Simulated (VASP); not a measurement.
The system is CdTe.

```xyz
2
Lattice="0.0000 3.2478 3.2478 3.2478 0.0000 3.2478 3.2478 3.2478 0.0000" Properties=species:S:1:pos:R:3 pbc="T T T"
Cd    0.0000    0.0000    0.0000
Te    1.6239    1.6239    1.6239
```

Base run:

| Quantity | Value |
| --- | --- |
| Program | VASP 6.6.1 |
| Functional | r2SCAN |
| Potentials or basis | VASP PAW PBE potentials, release 64 (Cd, Te) |
| Cutoff | 520 eV |
| k mesh | 8 × 8 × 8 |
| Occupations | gaussian, width 0.03 eV |
| Spin | no spin polarisation |

Its results: band gap on the k mesh 1.25 eV, direct.

Question: After a change of settings the same cell gave: band gap on the k mesh 1.80 eV, direct. Which change was it?
A. functional from r2SCAN to LDA; potentials or basis from VASP PAW PBE potentials, release 64 (Cd, Te) to VASP PAW LDA potentials, release 64 (Cd, Te)
B. functional from r2SCAN to PBEsol
C. functional from r2SCAN to TB-mBJ

Answer: C.

Caveats: spin-orbit coupling is left out, which moves the levels of the heavy elements.
